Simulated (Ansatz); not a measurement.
A 12-atom cell of SiO2 from a published structure, relaxed with r2SCAN. The symmetry is P4_12_12 (No. 92, tetragonal); a = 4.979 Å, c = 6.915 Å in the conventional setting, 14.29 Å³ an atom. Around Si lie 4 O at 1.61 Å; around O lie 2 Si at 1.61 Å.

4 runs of the plane-wave code Ansatz on this cell differ in the functional (and in the settings that go with it). Levels are in eV from each run's valence top; v1 is the last filled band, c1 the first empty one.

Run A, mean stress -0.1 GPa (compression positive):
```
point     v5     v3     v1     c1     c2     c3
    Γ  -1.34  -0.33   0.00   8.28  11.54  11.54
    X  -1.06  -0.68  -0.52  10.42  10.42  11.96
    M  -1.41  -0.61  -0.56  11.41  11.41  11.59
    Z  -0.88  -0.57  -0.42   9.59   9.59  12.22
    R  -1.05  -0.97  -0.20  10.86  10.86  11.58
    A  -1.42  -0.64  -0.64  11.94  11.94  11.94
```

Run B, mean stress 0.0 GPa (compression positive):
```
point     v5     v3     v1     c1     c2     c3
    Γ  -1.34  -0.33   0.00   7.51  10.76  10.76
    X  -1.05  -0.68  -0.52   9.65   9.65  11.18
    M  -1.40  -0.61  -0.56  10.63  10.63  10.81
    Z  -0.88  -0.57  -0.41   8.81   8.81  11.43
    R  -1.05  -0.96  -0.19  10.08  10.08  10.80
    A  -1.41  -0.64  -0.64  11.16  11.16  11.16
```

Run C, mean stress 0.0 GPa (compression positive):
```
point     v5     v3     v1    c1    c2     c3
    Γ  -1.28  -0.31   0.00  6.35  9.65   9.65
    X  -1.01  -0.65  -0.50  8.46  8.46  10.06
    M  -1.34  -0.60  -0.54  9.46  9.46   9.64
    Z  -0.85  -0.55  -0.40  7.63  7.63  10.34
    R  -1.01  -0.94  -0.18  8.91  8.91   9.61
    A  -1.36  -0.61  -0.61  9.99  9.99   9.99
```

Run D, mean stress +4.7 GPa (compression positive):
```
point     v5     v3     v1    c1    c2    c3
    Γ  -1.27  -0.31   0.00  5.73  8.84  8.84
    X  -1.00  -0.64  -0.49  7.77  7.77  9.29
    M  -1.31  -0.59  -0.53  8.74  8.74  8.85
    Z  -0.84  -0.54  -0.39  6.98  6.98  9.45
    R  -1.00  -0.92  -0.18  8.09  8.09  9.01
    A  -1.34  -0.61  -0.61  9.24  9.24  9.24
```

Question: Match the runs to PBE, r2SCAN, HSE06, PBE0.

Answer: A is PBE0, B is HSE06, C is r2SCAN, D is PBE. In order of the gap: PBE 5.73, r2SCAN 6.35, HSE06 7.51, PBE0 8.28 eV.

Spin-unpolarised calculation; the starting structure is a published one, and the numbers are computed.

The stress of a hybrid is loosely converged in these runs.

The meshes of the hybrids are coarse, so their gaps aren't converged to the digits shown.
